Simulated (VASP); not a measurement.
# KF (Carobbiite) (Fm-3m) in VASP: further runs, part 2 of 2

VASP 6.6.1. Earlier steps stand in the parts before.

**3. Single point, PBEsol**

Contents of INCAR:

```
ADDGRID = F
ALGO = Normal
EDIFF = 1E-6
ENCUT = 460
GGA = PS
ISIF = 2
ISMEAR = 0
LASPH = T
LCHARG = F
LREAL = Auto
LWAVE = F
NBANDS = 15
NELM = 100
PREC = Accurate
SIGMA = 0.05
```

Contents of KPOINTS:

```
k-points
0
Gamma
  5 5 5
```

Contents of POSCAR:

```
KF
1.0
    0.0000000000      2.6718500000      2.6718500000
    2.6718500000      0.0000000000      2.6718500000
    2.6718500000      2.6718500000      0.0000000000
K F
1 1
Direct
    0.0000000000      0.0000000000      0.0000000000
    0.5000000000      0.5000000000      0.5000000000
```

Potentials or basis: VASP PAW PBE potentials, release 64 (K_sv, F).

Launch:

```sh
$ cat potpaw_PBE.64/K_sv/POTCAR potpaw_PBE.64/F/POTCAR > POTCAR
$ mpirun -np 1 vasp_std > vasp.out
```

OUTCAR:

```text
EDIFF = 1E-6
   ENCUT = 460
   GGA = PS
   ISIF = 2
   ISMEAR = 0
   LASPH = T
   LREAL = Auto
   NELM = 100
   PREC = Accurate

 Found     10 irreducible k-points:

 Following reciprocal coordinates:
            Coordinates               Weight
  0.000000  0.000000  0.000000      1.000000
  0.200000  0.000000  0.000000      8.000000
  0.400000  0.000000  0.000000      8.000000
  0.200000  0.200000  0.000000      6.000000
  0.400000  0.200000  0.000000     24.000000
 -0.400000  0.200000  0.000000     24.000000
   k-points           NKPTS =     10   k-points in BZ     NKDIM =     10   number of bands    NBANDS=     15
   number of dos      NEDOS =    301   number of ions     NIONS =      2
   total plane-waves  NPLWV =  21952
   dimension x,y,z NGX =    28 NGY =   28 NGZ =   28
   dimension x,y,z NGXF=    56 NGYF=   56 NGZF=   56
   ions per type =               1   1
   NGX,Y,Z   is equivalent  to a cutoff of  12.32, 12.32, 12.32 a.u.
   NGXF,Y,Z  is equivalent  to a cutoff of  24.64, 24.64, 24.64 a.u.
 SYSTEM =  unknown system
   PREC   = accura    normal or accurate (medium, high low for compatibility)
   ISTART =      0    job   : 0-new  1-cont  2-samecut
   ICHARG =      2    charge: 1-file 2-atom 10-const
   ISPIN  =      1    spin polarized calculation?
   LNONCOLLINEAR =      F non collinear calculations
   LSORBIT =      F    spin-orbit coupling
   LASPH  =      T    aspherical Exc in radial PAW
   ENCUT  =  460.0 eV  33.81 Ry    5.81 a.u.   6.61  6.61  6.61*2*pi/ulx,y,z
   NELM   =    100;   NELMIN=  2; NELMDL= -5     # of ELM steps
   EDIFF  = 0.1E-05   stopping-criterion for ELM
   LREAL  =      T    real-space projection
   EDIFFG = 0.1E-04   stopping-criterion for IOM
   NSW    =      0    number of steps for IOM
   IBRION =     -1    ionic relax: 0-MD 1-quasi-New 2-CG
   NFREE  =      0    steps in history (QN), initial steepest desc. (CG)
   ISIF   =      2    stress and relaxation
   ISYM   =      2    0-nonsym 1-usesym 2-fastsym
   POTIM  = 0.5000    time-step for ionic-motion
   TEBEG  =    0.0;   TEEND  =   0.0 temperature during run
   PSTRESS=    0.0 pullay stress
   NELECT =      16.0000    total number of electrons
   NUPDOWN=      -1.0000    fix difference up-down
   EMIN   =  10.00;   EMAX   =-10.00  energy-range for DOS
   EFERMI =   0.00;   METHOD = LEGACY
   ISMEAR =     0;   SIGMA  =   0.05  broadening in eV -4-tet -1-fermi 0-gaus
   EFERMI_NEDOS =   21; number of points for ismear=-14 and -15
   IALGO  =     38    algorithm
   IMIX   =      4    mixing-type and parameters
     AMIX     =   0.40;   BMIX     =  1.00
     AMIX_MAG =   1.60;   BMIX_MAG =  1.00
  volume/ion in A,a.u.               =      19.07       128.72
  Fermi-wavevector in a.u.,A,eV,Ry     =   1.225442  2.315750 20.431978  1.501708
  Thomas-Fermi vector in A             =   2.360480
   LORBIT       =      0    0 simple, 1 ext, 2 COOP (PROOUT), +10 PAW based schemes
   GGA     = PS    functional components
   LHFCALC =     F    Hartree Fock is set to
   AEXX    =    0.0000 exact exchange contribution
   IVDW    =     0    specifies the selected vdW correction
   LEPSILON=     F    determine dielectric tensor
   LRPA    =     F    only Hartree local field effects (RPA)
 non-spin polarized calculation
 Gauss-broadening in eV      SIGMA  =   0.05
  energy-cutoff  :      460.00
  volume of cell :       38.15
 maximum number of plane-waves:       872
 NGX is ok and might be reduce to    28
   NGX = 13   NGY = 13   NGZ = 13

 number of electron      16.0000002 magnetization

 Free energy of the ion-electron system (eV)
  ---------------------------------------------------
  ext. energy  EPLUGINS =         0.00000000
  ---------------------------------------------------
  free energy    TOTEN  =        -8.52176187 eV

  energy without entropy =       -8.52176187  energy(sigma->0) =       -8.52176187

 E-fermi :  -2.5838     XC(G=0):  -8.6080

 val. band max:       -2.9122206707   @ k =   0.0000   0.0000   0.0000
 cond. band min:       3.1222979263   @ k =   0.0000   0.0000   0.0000
 fundamental gap:      6.0345185970
 Fermi energy:        -2.5838237865

 k-point     1 :       0.0000    0.0000    0.0000
  band No.  band energies     occupation
      1     -28.8730      2.00000
      2     -21.4368      2.00000
      3     -12.1842      2.00000
      4     -12.1842      2.00000
      5     -12.1842      2.00000
      6      -2.9122      2.00000
      7      -2.9122      2.00000
      8      -2.9122      2.00000
      9       3.1223      0.00000
     10       7.7272      0.00000
     11       7.7272      0.00000
     12       7.7272      0.00000
     13       9.4015      0.00000
     14       9.4015      0.00000
     15      13.8114      0.00000

 k-point     2 :       0.2000    0.0000    0.0000
  band No.  band energies     occupation
      1     -28.8394      2.00000
      2     -21.4679      2.00000
      3     -12.2825      2.00000
      4     -12.1972      2.00000
      5     -12.1972      2.00000
      6      -3.2345      2.00000
      7      -3.0384      2.00000
      8      -3.0384      2.00000
      9       4.1632      0.00000
     10       7.2194      0.00000
     11       8.2357      0.00000
     12       8.2357      0.00000
     13       9.7806      0.00000
     14       9.7806      0.00000
     15      15.4133      0.00000

 k-point     3 :       0.4000    0.0000    0.0000
  band No.  band energies     occupation
      1     -28.7842      2.00000
      2     -21.5174      2.00000
      3     -12.4388      2.00000
      4     -12.2178      2.00000
      5     -12.2178      2.00000
      6      -3.6589      2.00000
      7      -3.2340      2.00000
      8      -3.2340      2.00000
      9       5.8706      0.00000
     10       7.2686      0.00000
     11       9.0265      0.00000
     12       9.0265      0.00000
     13      10.9878      0.00000
     14      10.9878      0.00000
     15      13.8874      0.00000

 k-point     4 :       0.2000    0.2000    0.0000
  band No.  band energies     occupation
      1     -28.8295      2.00000
      2     -21.4654      2.00000
      3     -12.2671      2.00000
      4     -12.2592      2.00000
      5     -12.2592      2.00000
      6      -3.3548      2.00000
      7      -2.9501      2.00000
      8      -2.9501      2.00000
      9       4.3851      0.00000
     10       6.5584      0.00000
     11       8.7231      0.00000
     12       8.7231      0.00000
     13       9.6858      0.00000
     14       9.7930      0.00000
     15      16.0818      0.00000

 k-point     5 :       0.4000    0.2000    0.0000
  band No.  band energies     occupation
      1     -28.7836      2.00000
      2     -21.4893      2.00000
      3     -12.4560      2.00000
      4     -12.3149      2.00000
      5     -12.2958      2.00000
      6      -3.4486      2.00000
      7      -3.1301      2.00000
      8      -3.0715      2.00000
      9       5.8906      0.00000
     10       6.3279      0.00000
     11       9.0099      0.00000
     12       9.4955      0.00000
     13      10.5613      0.00000
     14      10.7604      0.00000
     15      14.1855      0.00000

 k-point     6 :      -0.4000    0.2000    0.0000
  band No.  band energies     occupation
      1     -28.7650      2.00000
      2     -21.5057      2.00000
      3     -12.5077      2.00000
      4     -12.3684      2.00000
      5     -12.2573      2.00000
      6      -3.5344      2.00000
      7      -3.2282      2.00000
      8      -3.1574      2.00000
      9       6.3164      0.00000
     10       7.1836      0.00000
     11       8.7831      0.00000
     12       9.6322      0.00000
     13      10.9930      0.00000
     14      11.8960      0.00000
     15      12.6130      0.00000

 [... further k-points ...]

------------------------ aborting loop because EDIFF is reached ----------------------------------------

  FORCE on cell =-STRESS in cart. coord.  units (eV):
  Direction    XX          YY          ZZ          XY          YZ          ZX
  --------------------------------------------------------------------------------------
  -------------------------------------------------------------------------------------
  Total       -0.3573082     -0.3573082     -0.3573082     -0.0000000      0.0000000     -0.0000000
  in kB      -15.0067744    -15.0067744    -15.0067744     -0.0000000      0.0000000     -0.0000000
  external PRESSURE =     -15.0067744 kB  Pullay stress =       0.0000000 kB

 VOLUME and BASIS-vectors are now :
 -----------------------------------------------------------------------------
  energy-cutoff  :      460.00
  volume of cell :       38.15
      direct lattice vectors                 reciprocal lattice vectors
     0.000000000  2.671850000  2.671850000    -0.187136254  0.187136254  0.187136254
     2.671850000  0.000000000  2.671850000     0.187136254 -0.187136254  0.187136254
     2.671850000  2.671850000  0.000000000     0.187136254  0.187136254 -0.187136254

 POSITION                                       TOTAL-FORCE (eV/Angst)
 -----------------------------------------------------------------------------------
      0.00000      0.00000      0.00000         0.000000     -0.000000      0.000000
      2.67185      2.67185      2.67185        -0.000000      0.000000     -0.000000
 -----------------------------------------------------------------------------------
    total drift:                                0.000000      0.000000      0.000000

  FREE ENERGIE OF THE ION-ELECTRON SYSTEM (eV)
  ---------------------------------------------------
  free  energy   TOTEN  =        -8.5217618672 eV

  energy  without entropy=       -8.5217618672  energy(sigma->0) =       -8.52176187
```

Wall time 7.3 s (1 thread of Intel Xeon Platinum 8488C (Sapphire Rapids), shared host); peak memory 0.15 GiB.

The run converged, but some of its settings lie outside the range that counts as converged, so its numbers aren't taken as properties of the crystal.

What came out:

```yaml
Free_energy: -8.5218 eV
Pressure: -1.5 GPa
Band_gap_on_the_k_mesh: 6.03 eV, direct
```

Caveat: the cutoff is under 1.25 times the usual one of these potentials, so pressure, stress and relaxed cells hold a basis-set (Pulay) error; the PAW data sets were made with another functional, which shifts forces and pressure a little.

**4. For comparison**

An earlier run on the cell as given: functional PBE; potentials or basis VASP PAW PBE potentials, release 64 (K_sv, F); cutoff 520 eV; k mesh 9 × 9 × 9; occupations fermi-dirac, width 0.05 eV; no spin polarisation.

* Pressure: 1.4 GPa
* Band gap on the k mesh: 6.17 eV, direct
